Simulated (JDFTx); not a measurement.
# Au: equation of state with PBEsol

**The experiment to reproduce.**

From “Exploring toroidal anvil profiles for larger sample volumes above 4 Mbar”, 2024, pmc:11102561, for a bulk crystal of Au: bulk modulus 167 GPa.

The system is Au.

```xyz
1
Lattice="0.0000 2.0350 2.0350 2.0350 0.0000 2.0350 2.0350 2.0350 0.0000" Properties=species:S:1:pos:R:3 pbc="T T T"
Au    0.0000    0.0000    0.0000
```

* Program: JDFTx 1.7.0 (patched build)
* Task: equation of state
* Functional: PBEsol
* Potentials or basis: PseudoDojo-SR-PBEsol-0.4.1-standard with smoothed tails
* Cutoff: 1034 eV
* Density cutoff: 4136 eV
* k mesh: 11 × 11 × 11
* Occupations: fermi-dirac, width 0.05 eV
* Spin: no spin polarisation

```json
{"Equilibrium volume": "16.97 Å³/atom", "Bulk modulus": "176 GPa", "Pressure derivative of the bulk modulus": "5.8"}
```

Energy against volume, from the lowest point:
```tsv
volume (Å³/atom)	energy (meV/atom)
15.843	47.80
16.181	22.18
16.518	6.67
16.855	0.00
17.192	1.06
17.529	8.87
17.866	22.61
```

Measured bulk modulus of Au: 167 GPa (quoted in “Exploring toroidal anvil profiles for larger sample volumes above 4 Mbar”, 2024, pmc:11102561). This calculation gives 176 GPa (+5.6 %). The fit is for a static lattice scaled at fixed shape and fixed fractional positions.

Spin-orbit coupling is left out, which matters for the levels of Au.
